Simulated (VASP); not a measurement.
# Ge (Fd-3m) in VASP: a series of runs

Runs on Ge. Level: PBE. Tasks: single point.

Everything below comes from runs of VASP 6.6.1. Logs are shortened: lines on timing, memory, paths and dates and some standing lists are left out, and cuts for length are marked.

**1. The undisturbed crystal**

It takes space group Fd-3m (No. 227, cubic). Conventional cell: a = 5.658 Å, b = 5.658 Å, c = 5.658 Å, α = 90.00°, β = 90.00°, γ = 90.00°. Ge (site symmetry -43m) is surrounded by 4 Ge at 2.45 Å.

**2. Single point, PBE (a relaxed cell with its volume scaled by 1.03)**

INCAR reads:

```
SYSTEM = Ge
PREC     = Accurate       ! precision mode
ENCUT    = 520            ! plane-wave cutoff, eV
EDIFF    = 1E-7           ! SCF threshold, eV
ISMEAR   = 0              ! smearing method
SIGMA    = 0.02           ! smearing width, eV
LREAL    = .FALSE.        ! projectors in reciprocal space
LASPH    = .TRUE.         ! aspherical terms in the spheres
NELM     = 80             ! most SCF steps
ALGO     = Normal         ! electronic algorithm
ISIF     = 2              ! what is computed and relaxed
LWAVE    = .FALSE.        ! write WAVECAR
LCHARG   = .FALSE.        ! write CHGCAR
GGA      = PE             ! functional
NBANDS   = 11             ! bands
```

KPOINTS reads:

```
Automatic mesh
0
G
  10 10 10
  0 0 0
```

POSCAR reads:

```
Ge                                      
1.0
    0.0000000000      2.9195709528      2.9195709528
    2.9195709528      0.0000000000      2.9195709528
    2.9195709528      2.9195709528      0.0000000000
  Ge            
     2
Direct
     0.0000000000000000    0.0000000000000000    0.0000000000000000
     0.2500000000000000    0.2500000000000000    0.2500000000000000
```

Potentials or basis: VASP PAW PBE potentials, release 64 (Ge).

Launch:

```bash
$ cat potpaw_PBE.64/Ge/POTCAR > POTCAR
$ mpirun -np 1 vasp_std > vasp.out
```

OUTCAR:

```text
SYSTEM = Ge
   PREC = Accurate
   ENCUT = 520
   EDIFF = 1E-7
   ISMEAR = 0
   LREAL = .FALSE.
   LASPH = .TRUE.
   NELM = 80
   ISIF = 2
   GGA = PE

 ion  position               nearest neighbor table
   1  0.000  0.000  0.000-   2 2.53   2 2.53   2 2.53   2 2.53
   2  0.250  0.250  0.250-   1 2.53   1 2.53   1 2.53   1 2.53

  LATTYP: Found a face centered cubic cell.
 ALAT       =     5.8391419056

  Lattice vectors:

 A1 = (   0.0000000000,   2.9195709528,   2.9195709528)
 A2 = (   2.9195709528,   0.0000000000,   2.9195709528)
 A3 = (   2.9195709528,   2.9195709528,   0.0000000000)

Analysis of symmetry for initial positions (statically):
=====================================================================
 Subroutine PRICEL returns:
 Original cell was already a primitive cell.

 Routine SETGRP: Setting up the symmetry group for a
 face centered cubic supercell.

 Subroutine GETGRP returns: Found 48 space group operations
 (whereof 24 operations were pure point group operations)
 out of a pool of 48 trial point group operations.

The static configuration has the point symmetry T_d .
 The point group associated with its full space group is O_h .

Analysis of symmetry for dynamics (positions and initial velocities):
=====================================================================
 Subroutine PRICEL returns:
 Original cell was already a primitive cell.

 Routine SETGRP: Setting up the symmetry group for a
 face centered cubic supercell.

 Subroutine GETGRP returns: Found 48 space group operations
 (whereof 24 operations were pure point group operations)
 out of a pool of 48 trial point group operations.

The dynamic configuration has the point symmetry T_d .
 The point group associated with its full space group is O_h .

 Subroutine INISYM returns: Found 48 space group operations
 (whereof 24 operations are pure point group operations),
 and found     1 'primitive' translations

----------------------------------------------------------------------------------------

                                     Primitive cell

  volume of cell :      49.7722

  direct lattice vectors                    reciprocal lattice vectors
     0.000000000  2.919570953  2.919570953    -0.171258040  0.171258040  0.171258040
     2.919570953  0.000000000  2.919570953     0.171258040 -0.171258040  0.171258040
     2.919570953  2.919570953  0.000000000     0.171258040  0.171258040 -0.171258040

  length of vectors
     4.128896838  4.128896838  4.128896838     0.296627627  0.296627627  0.296627627

  position of ions in fractional coordinates (direct lattice)
     0.000000000  0.000000000  0.000000000
     0.250000000  0.250000000  0.250000000

  ion indices of the primitive-cell ions
   primitive index   ion index
                 1           1
                 2           2

----------------------------------------------------------------------------------------

 KPOINTS: Automatic mesh

Automatic generation of k-mesh.
 Grid dimensions read from file:
 generate k-points for:   10   10   10

 Generating k-lattice:

  Cartesian coordinates                     Fractional coordinates (reciprocal lattice)
    -0.017125804  0.017125804  0.017125804     0.100000000  0.000000000  0.000000000
     0.017125804 -0.017125804  0.017125804     0.000000000  0.100000000  0.000000000
     0.017125804  0.017125804 -0.017125804     0.000000000  0.000000000  0.100000000

  Length of vectors
     0.029662763  0.029662763  0.029662763

  Shift w.r.t. Gamma in fractional coordinates (k-lattice)
     0.000000000  0.000000000  0.000000000

 Subroutine IBZKPT returns following result:
 ===========================================

 Found     47 irreducible k-points:

 Following reciprocal coordinates:
            Coordinates               Weight
  0.000000  0.000000  0.000000      1.000000
  0.100000  0.000000  0.000000      8.000000
  0.200000  0.000000  0.000000      8.000000
  0.300000  0.000000  0.000000      8.000000
  0.400000  0.000000  0.000000      8.000000
  0.500000  0.000000  0.000000      4.000000
[... 16 lines left out ...]
  0.300000  0.300000  0.000000      6.000000
  0.400000  0.300000  0.000000     24.000000
 [... further k-points ...]
   k-points           NKPTS =     47   k-points in BZ     NKDIM =     47   number of bands    NBANDS=     11
   number of dos      NEDOS =    301   number of ions     NIONS =      2
   total plane-waves  NPLWV =  32768
   dimension x,y,z NGX =    32 NGY =   32 NGZ =   32
   dimension x,y,z NGXF=    64 NGYF=   64 NGZF=   64
   ions per type =               2
   NGX,Y,Z   is equivalent  to a cutoff of  12.88, 12.88, 12.88 a.u.
   NGXF,Y,Z  is equivalent  to a cutoff of  25.77, 25.77, 25.77 a.u.
 SYSTEM =  Ge
   PREC   = accura    normal or accurate (medium, high low for compatibility)
   ISTART =      0    job   : 0-new  1-cont  2-samecut
   ICHARG =      2    charge: 1-file 2-atom 10-const
   ISPIN  =      1    spin polarized calculation?
   LNONCOLLINEAR =      F non collinear calculations
   LSORBIT =      F    spin-orbit coupling
   LASPH  =      T    aspherical Exc in radial PAW
   ENCUT  =  520.0 eV  38.22 Ry    6.18 a.u.   7.68  7.68  7.68*2*pi/ulx,y,z
   NELM   =     80;   NELMIN=  2; NELMDL= -5     # of ELM steps
   EDIFF  = 0.1E-06   stopping-criterion for ELM
   LREAL  =      F    real-space projection
   EDIFFG = 0.1E-05   stopping-criterion for IOM
   NSW    =      0    number of steps for IOM
   IBRION =     -1    ionic relax: 0-MD 1-quasi-New 2-CG
   NFREE  =      0    steps in history (QN), initial steepest desc. (CG)
   ISIF   =      2    stress and relaxation
   ISYM   =      2    0-nonsym 1-usesym 2-fastsym
   POTIM  = 0.5000    time-step for ionic-motion
   TEBEG  =    0.0;   TEEND  =   0.0 temperature during run
   PSTRESS=    0.0 pullay stress
   NELECT =       8.0000    total number of electrons
   NUPDOWN=      -1.0000    fix difference up-down
   EMIN   =  10.00;   EMAX   =-10.00  energy-range for DOS
   EFERMI =   0.00;   METHOD = LEGACY
   ISMEAR =     0;   SIGMA  =   0.02  broadening in eV -4-tet -1-fermi 0-gaus
   EFERMI_NEDOS =   21; number of points for ismear=-14 and -15
   IALGO  =     38    algorithm
   IMIX   =      4    mixing-type and parameters
     AMIX     =   0.40;   BMIX     =  1.00
     AMIX_MAG =   1.60;   BMIX_MAG =  1.00
  volume/ion in A,a.u.               =      24.89       167.94
  Fermi-wavevector in a.u.,A,eV,Ry     =   0.890108  1.682059 10.779778  0.792291
  Thomas-Fermi vector in A             =   2.011755
   LORBIT       =      0    0 simple, 1 ext, 2 COOP (PROOUT), +10 PAW based schemes
   GGA     = PE    functional components
   LHFCALC =     F    Hartree Fock is set to
   AEXX    =    0.0000 exact exchange contribution
   IVDW    =     0    specifies the selected vdW correction
   LEPSILON=     F    determine dielectric tensor
   LRPA    =     F    only Hartree local field effects (RPA)
 non-spin polarized calculation
 Gauss-broadening in eV      SIGMA  =   0.02
  energy-cutoff  :      520.00
  volume of cell :       49.77
 maximum number of plane-waves:      1363
   NGX = 15   NGY = 15   NGZ = 15

 number of electron       7.9999999 magnetization

 Free energy of the ion-electron system (eV)
  ---------------------------------------------------
  ext. energy  EPLUGINS =         0.00000000
  ---------------------------------------------------
  free energy    TOTEN  =        -8.97865868 eV

  energy without entropy =       -8.97861355  energy(sigma->0) =       -8.97863611

 E-fermi :   2.9102     XC(G=0):  -8.7656

 val. band max:        2.7923366730   @ k =   0.1000   0.0000   0.0000
 cond. band min:       2.9101961562   @ k =   0.5000   0.0000   0.0000
 fundamental gap:      0.1178594832
 Fermi energy:         2.9101961552

 k-point     1 :       0.0000    0.0000    0.0000
  band No.  band energies     occupation
      1      -9.0931      2.00000
      2       2.2170      2.00000
      3       2.9952      0.00000
      4       2.9952      0.00000
      5       2.9952      0.00000
      6       5.4907      0.00000
      7       5.4907      0.00000
      8       5.4907      0.00000
      9       9.1802      0.00000
     10      12.0430      0.00000
     11      12.0430      0.00000

 k-point     2 :       0.1000    0.0000    0.0000
  band No.  band energies     occupation
      1      -8.9821      2.00000
      2       0.8995      2.00000
      3       2.7923      2.00000
      4       2.7923      2.00000
      5       3.6088      0.00000
      6       5.7652      0.00000
      7       5.7652      0.00000
      8       5.9384      0.00000
      9       9.7644      0.00000
     10      11.4636      0.00000
     11      11.4636      0.00000

 k-point     3 :       0.2000    0.0000    0.0000
  band No.  band energies     occupation
      1      -8.6560      2.00000
      2      -0.8161      2.00000
      3       2.3955      2.00000
      4       2.3955      2.00000
      5       3.5231      0.00000
      6       6.2836      0.00000
      7       6.2836      0.00000
      8       7.2876      0.00000
      9      10.7457      0.00000
     10      11.0162      0.00000
     11      11.0162      0.00000

 k-point     4 :       0.3000    0.0000    0.0000
  band No.  band energies     occupation
      1      -8.1457      2.00000
      2      -2.4009      2.00000
      3       2.0372      2.00000
      4       2.0372      2.00000
      5       3.2154      0.00000
      6       6.6124      0.00000
      7       6.6124      0.00000
      8       8.9536      0.00000
      9      10.6818      0.00000
     10      11.3300      0.00000
     11      11.3300      0.00000

 k-point     5 :       0.4000    0.0000    0.0000
  band No.  band energies     occupation
      1      -7.5552      2.00000
      2      -3.6597      2.00000
      3       1.8046      2.00000
      4       1.8046      2.00000
      5       2.9895      0.00000
      6       6.6739      0.00000
      7       6.6739      0.00000
      8      10.0652      0.00000
      9      11.1004      0.00000
     10      12.4178      0.00000
     11      12.4178      0.00000
[... 211 lines left out ...]
 k-point    21 :      -0.3000    0.2000    0.0000
  band No.  band energies     occupation
      1      -7.3763      2.00000
      2      -3.4757      2.00000
      3      -0.3013      2.00000
      4       1.6481      2.00000
      5       4.6622      0.00000
      6       7.2084      0.00000
      7       7.4318      0.00000
      8       8.7123      0.00000
      9      10.6916      0.00000
     10      11.8598      0.00000
     11      13.7772      0.00000

 k-point    22 :      -0.2000    0.2000    0.0000
  band No.  band energies     occupation
      1      -7.9602      2.00000
      2      -2.4237      2.00000
      3       0.1857      2.00000
      4       2.0931      2.00000
      5       4.7029      0.00000
      6       6.8216      0.00000
      7       6.9916      0.00000
      8       7.8951      0.00000
      9      10.1714      0.00000
     10      12.3791      0.00000
     11      12.7638      0.00000

 k-point    23 :       0.3000    0.3000    0.0000
  band No.  band energies     occupation
      1      -7.7764      2.00000
      2      -2.5851      2.00000
      3       0.8397      2.00000
      4       0.8397      2.00000
      5       3.8515      0.00000
      6       5.1778      0.00000
      7       9.2561      0.00000
      8       9.2561      0.00000
      9      10.2280      0.00000
     10      13.4534      0.00000
     11      13.6169      0.00000

 k-point    24 :       0.4000    0.3000    0.0000
  band No.  band energies     occupation
      1      -7.2608      2.00000
      2      -3.4670      2.00000
      3       0.2874      2.00000
      4       0.6337      2.00000
      5       4.0521      0.00000
      6       5.1086      0.00000
      7       9.2109      0.00000
      8       9.7392      0.00000
      9      11.8865      0.00000
     10      13.9858      0.00000
     11      14.1125      0.00000

 [... further k-points ...]

------------------------ aborting loop because EDIFF is reached ----------------------------------------

  FORCE on cell =-STRESS in cart. coord.  units (eV):
  Direction    XX          YY          ZZ          XY          YZ          ZX
  --------------------------------------------------------------------------------------
  -------------------------------------------------------------------------------------
  Total       -0.5054676     -0.5054676     -0.5054676      0.0000000     -0.0000000      0.0000000
  in kB      -16.2710970    -16.2710970    -16.2710970      0.0000000     -0.0000000      0.0000000
  external PRESSURE =     -16.2710970 kB  Pullay stress =       0.0000000 kB

 VOLUME and BASIS-vectors are now :
 -----------------------------------------------------------------------------
  energy-cutoff  :      520.00
  volume of cell :       49.77
      direct lattice vectors                 reciprocal lattice vectors
     0.000000000  2.919570953  2.919570953    -0.171258040  0.171258040  0.171258040
     2.919570953  0.000000000  2.919570953     0.171258040 -0.171258040  0.171258040
     2.919570953  2.919570953  0.000000000     0.171258040  0.171258040 -0.171258040

 POSITION                                       TOTAL-FORCE (eV/Angst)
 -----------------------------------------------------------------------------------
      0.00000      0.00000      0.00000        -0.000000     -0.000000     -0.000000
      1.45979      1.45979      1.45979         0.000000      0.000000      0.000000
 -----------------------------------------------------------------------------------
    total drift:                               -0.000000     -0.000000      0.000000

  FREE ENERGIE OF THE ION-ELECTRON SYSTEM (eV)
  ---------------------------------------------------
  free  energy   TOTEN  =        -8.9786586818 eV

  energy  without entropy=       -8.9786135467  energy(sigma->0) =       -8.97863611
```

It took 7.3 s on 1 thread of Intel Xeon 6975P-C (Granite Rapids), shared host; peak memory 0.17 GiB.

What came out:

| Item | Value |
| --- | --- |
| Free energy | -8.9787 eV |
| Pressure | -1.6 GPa |
| Band gap on the k mesh | none (metal or under the smearing width) |

Levels at points of the mesh, in eV from the Fermi level:
```csv
k point,band 1,band 2,band 3,band 4,band 5,band 6,band 7,band 8
"(0.00, 0.00, 0.00)",-12.00,-0.69,0.09,0.09,0.09,2.58,2.58,2.58
"(0.50, 0.00, 0.00)",-10.14,-7.12,-1.19,-1.19,0.00,3.75,3.75,7.12
"(0.50, 0.50, 0.00)",-8.47,-8.47,-2.68,-2.68,0.93,0.93,8.81,8.81
```

(Part 1 of 2 ends here.)
